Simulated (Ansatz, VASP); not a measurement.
# One calculation of SiC2, two programs

The input INCAR:

```
SYSTEM = SiC2
PREC = Accurate
ENCUT = 520
EDIFF = 1E-6
ISMEAR = 0
SIGMA = 0.1
LREAL = .FALSE.
LASPH = .TRUE.
NELM = 80
ALGO = Normal
ISIF = 2
LWAVE = .FALSE.
LCHARG = .FALSE.
GGA = PE
NBANDS = 21
```

Contents of KPOINTS:

```
regular mesh
0
G
  4 4 4
  0 0 0
```

The input POSCAR:

```
SiC2
1.0
    0.0000000000      3.8797232100      4.2690862100
    2.4648063000      0.0000000000      4.2690862100
    2.4648063000      3.8797232100      0.0000000000
Si C
2 4
Direct
    0.3333299900      0.6666700100      0.6666700100
    0.6666700100      0.3333299900      0.3333299900
    0.6666633200      0.0000033400      0.3333366800
    0.9999966600      0.3333366800      0.0000033400
    0.0000033400      0.6666633200      0.9999966600
    0.3333366800      0.9999966600      0.6666633200
```

Input for Ansatz:

```yaml
crystal:
  lattice:
    - [0.0, 3.87972321, 4.26908621]
    - [2.4648063, 0.0, 4.26908621]
    - [2.4648063, 3.87972321, 0.0]
  atoms:
    - { symbol: Si, position: [0.33332999, 0.66667001, 0.66667001] }
    - { symbol: Si, position: [0.66667001, 0.33332999, 0.33332999] }
    - { symbol: C, position: [0.66666332, 3.34e-06, 0.33333668] }
    - { symbol: C, position: [0.99999666, 0.33333668, 3.34e-06] }
    - { symbol: C, position: [3.34e-06, 0.66666332, 0.99999666] }
    - { symbol: C, position: [0.33333668, 0.99999666, 0.66666332] }
basis:
  ecutwfc: 420
kpoints:
  mp_grid: { grid: [4, 4, 4] }
hamiltonian:
  xc: pbe
scf:
  occupations: { method: gaussian, width: 0.1 }
  lower_state_search: "off"
output:
  forces: true
  stress: true
  eigenvalues: true
```

Alike in both runs: task single point; functional PBE; k mesh 4 × 4 × 4; occupations gaussian, width 0.1 eV; no spin polarisation.

```csv
,VASP,Ansatz
version,VASP 6.6.1,Ansatz 0.2.0
potentials or method,"VASP PAW PBE potentials, release 64 (Si, C)","scalar-relativistic, plane waves, PAW"
plane-wave cutoff (eV),520,420
valence electrons in the cell,24,24
```

Ansatz gave:

- gap on the k mesh at the Fermi level (eV): 0.11
- least direct gap on the mesh (eV): 0.35
- rms of the force components (eV/Å): 8.661

Estimate VASP's values.

gap on the k mesh at the Fermi level (eV): 0.11; least direct gap on the mesh (eV): 0.35; rms of the force components (eV/Å): 8.637.

Atom by atom the forces differ by 0.034 eV/Å (rms over components). The functional is the same, so the differences come from potentials, cutoffs and numerics.

Caveats: forces of over 1 eV/Å show positions far from the minimum, so gaps and moduli don't describe the material at rest.
